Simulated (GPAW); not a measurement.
A run of GPAW 26.7.0 is set up as follows.

run.py

```python
from ase import Atoms
from ase.eos import EquationOfState
from ase.io import Trajectory
from ase.units import GPa
from gpaw import GPAW, PW, setup_paths

setup_paths.insert(0, '.')

atoms = Atoms(['Ge', 'Ge', 'Ge', 'Ge'],
              cell=[[4.0504045371, 0.0, 0.0],
                    [-2.0252022685, 3.5077532247, 0.0],
                    [0.0, 0.0, 10.993359]],
              scaled_positions=[[0.6666666667, 0.3333333333, 0.414848],
                                [0.3333333333, 0.6666666667, 0.914848],
                                [0.0, 0.0, 0.477452],
                                [0.0, 0.0, 0.977452]],
              pbc=True)

traj = Trajectory('eos.traj', 'w')
volumes, energies = [], []
for x in [0.94, 0.96, 0.98, 1.0, 1.02, 1.04, 1.06]:
    a = atoms.copy()
    a.set_cell(atoms.cell * x**(1 / 3), scale_atoms=True)
    calc = GPAW(mode=PW(600),
                xc='PBEsol',
                kpts={'size': (8, 8, 3), 'gamma': True},
                occupations={'name': 'fermi-dirac', 'width': 0.05},
                nbands=18,
                convergence={'density': 1e-05, 'energy': 1e-05},
                maxiter=150,
                txt=f'eos-{x:.2f}.txt')
    a.calc = calc
    energies.append(a.get_potential_energy(force_consistent=True))
    volumes.append(a.get_volume())
    p = -a.get_stress()[:3].mean() / GPa
    calc.write(f'eos-{x:.2f}.gpw')
    traj.write(a)
    print(f'{x:.2f} {volumes[-1]:10.4f} A^3 {energies[-1]:14.6f} eV {p:9.3f} GPa', flush=True)

v0, e0, B = EquationOfState(volumes, energies, eos='birchmurnaghan').fit()
print(f'V0 = {v0:.4f} A^3, E0 = {e0:.6f} eV, B0 = {B / GPa:.2f} GPa')
```

Potentials or basis: PAW data sets generated in the run's folder for this functional, pw.

Launch:

```bash
$ gpaw-setup -f PBEsol Ge
$ OMP_NUM_THREADS=1 python run.py
```

Question: Predict the pressure derivative of the bulk modulus.

Answer: 5.0.

Question: Predict the equilibrium volume.

Answer: 37.23 Å³/atom.

Question: What does it give for the bulk modulus at fixed shape and positions?

Answer: 34 GPa.

Energy against volume, from the lowest point:
| volume (Å³/atom) | energy (meV/atom) |
| --- | --- |
| 36.705 | 0.60 |
| 37.486 | 0.00 |
| 38.267 | 2.71 |
| 39.048 | 8.37 |
| 39.829 | 16.61 |
| 40.610 | 27.14 |
| 41.391 | 39.67 |

Caveat: the cell was scaled at fixed shape and fractional positions, which overstates the stiffness of a crystal with free parameters, most of all of layers and chains.
